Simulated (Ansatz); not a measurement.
# How far is PAW off for Rh?

```xyz
1
Lattice="0.0000 1.9016 1.9016 1.9016 0.0000 1.9016 1.9016 1.9016 0.0000" Properties=species:S:1:pos:R:3 pbc="T T T"
Rh    0.0000    0.0000    0.0000
```

The geometry is COD entry 9008482, unchecked; take it as a test cell.

Methods: DFT, LDA, PAW with Ansatz's default frozen-core files, scalar-relativistic (Ansatz 0.2.0); DFT, LDA, all-electron LAPW, scalar-relativistic (Ansatz 0.2.0).

For PAW: a Γ-centred 16×16×16 k mesh, Fermi–Dirac smearing of 0.08 eV, cutoff 420 eV, no spin polarisation; the PAW files were made with PBE, and the program remakes their frozen cores for this functional. LAPW targets a basis error of 1 meV/atom. The Ansatz runs share mesh, smearing and spin set-up. Plane-wave (PAW) pressures include the program's estimate of the Pulay term.

Stress and pressure are positive in compression.

Levels count from the Fermi level.

PAW results:

```csv
quantity,PAW
pressure (GPa),-11.00
highest filled level at X (eV),-5.977
lowest empty level at X (eV),0.571
highest filled level at Γ (eV),-0.980
lowest empty level at Γ (eV),15.791
```

**Question.** What does LAPW (all electrons) give for the same quantities?

**Answer.** 
```
                      quantity    LAPW
                pressure (GPa)  -10.97
highest filled level at X (eV)  -5.983
  lowest empty level at X (eV)   0.573
highest filled level at Γ (eV)  -0.978
  lowest empty level at Γ (eV)  15.768
```
